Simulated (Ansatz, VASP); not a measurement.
Two plane-wave programs on BeTe

```
Be Te
1.0
     0.00000    2.83146    2.83146
     2.83146    0.00000    2.83146
     2.83146    2.83146    0.00000
Be Te
1 1
Cartesian
  0.0000 0.0000 0.0000
  1.4157 1.4157 1.4157
```

The cell comes from a database or a generator and needn't be the stable form of this composition.

Alike in both runs: task relaxation of cell and atoms; functional LDA; k mesh 8 × 8 × 8; occupations gaussian, width 0.02 eV; no spin polarisation.

|  | VASP | Ansatz |
| --- | --- | --- |
| version | VASP 6.6.1 | Ansatz 0.2.0 |
| potentials or method | VASP PAW LDA potentials, release 64 (Be, Te) | scalar-relativistic, plane waves, PAW |
| plane-wave cutoff (eV) | 600 | 420 |
| valence electrons in the cell | 8 | 18 |

|  | VASP | Ansatz | Ansatz less VASP |
| --- | --- | --- | --- |
| gap on the k mesh at the Fermi level, each at its own relaxed structure (eV) | 1.78 | 1.79 | +0.011 |
| relaxed volume (Å³/atom) | 21.51 | 21.43 | -0.083 |
| relaxed cell length with the largest relative difference (Å) | 3.933 | 3.928 | -0.0050 |
| energy change over the relaxation (meV/atom) | -12 | -14 | -1.8 |

The two sets of potentials don't hold the same shells in valence.

Caveats: spin-orbit coupling is left out, which moves the levels of the heavy elements. LDA gaps usually lie below the measured ones, often by a third to a half. A k mesh can miss the band edges.
